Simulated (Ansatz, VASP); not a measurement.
# CdSe (Cadmoselite) in VASP and in Ansatz

```
Cd Se
1.0
     4.38255    0.00000    0.00000
    -2.19128    3.79540    0.00000
     0.00000    0.00000    7.15563
Cd Se
2 2
Cartesian
  0.0000 2.5303 0.0330
  2.1913 1.2651 3.6108
  0.0000 2.5303 2.7219
  2.1913 1.2651 6.2997
```

Alike in both runs: functional PBE; k mesh 9 × 9 × 6; occupations gaussian, width 0.02 eV; no spin polarisation.

Ansatz relaxed the structure, and its values are those at the end. VASP's run is a single point on that final structure, the one shown.

|  | VASP | Ansatz |
| --- | --- | --- |
| version | VASP 6.6.1 | Ansatz 0.2.0 |
| potentials or method | VASP PAW PBE potentials, release 64 (Cd, Se) | scalar-relativistic, plane waves, PAW |
| plane-wave cutoff (eV) | 520 | 420 |
| valence electrons in the cell | 36 | 72 |

```tsv
	VASP	Ansatz	Ansatz less VASP
gap on the k mesh at the Fermi level (eV)	0.54	0.54	+0.002
least direct gap on the mesh (eV)	0.54	0.54	+0.002
pressure (GPa)	0.2	0.0	-0.25
```

The functional is the same, so the differences come from potentials, cutoffs and numerics. The two sets of potentials don't hold the same shells in valence.
